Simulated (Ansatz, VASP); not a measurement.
# One calculation of Ni, two programs

```
Ni
1.0
     2.75366    0.00000    0.00000
     0.00000    2.75366    0.00000
     0.00000    0.00000    2.75366
Ni
2
Direct
  0.00000 0.00000 0.00000
  0.50000 0.50000 0.50000
```

Alike in both runs: task single point; functional r2SCAN; k mesh 6 × 6 × 6; occupations fermi-dirac, width 0.1 eV; collinear spin.

|  | VASP | Ansatz |
| --- | --- | --- |
| version | VASP 6.6.1 | Ansatz 0.2.0 |
| potentials or method | VASP PAW PBE potentials, release 64 (Ni) | plane waves (500 eV) with PAW, scalar-relativistic |
| plane-wave cutoff (eV) | 520 | 500 |
| valence electrons in the cell | 20 | 36 |

VASP gave:

```
net moment per atom (μB)                                      : 0.00
size of the moment on the site where the two differ most (μB) : 0.00
```

Q: What did Ansatz give for the same quantities?

A: net moment per atom (μB): 0.61; size of the moment on the site where the two differ most (μB): 0.67.

The net moments differ so much that the two runs ended in different magnetic states, which moves the other rows too. Site moments also hang on the region over which each program counts them. The two sets of potentials don't hold the same shells in valence. Ansatz warned: «stability_check_not_made».

Caveats: the k mesh is coarse (spacing up to 0.38 Å⁻¹), so the values aren't converged.
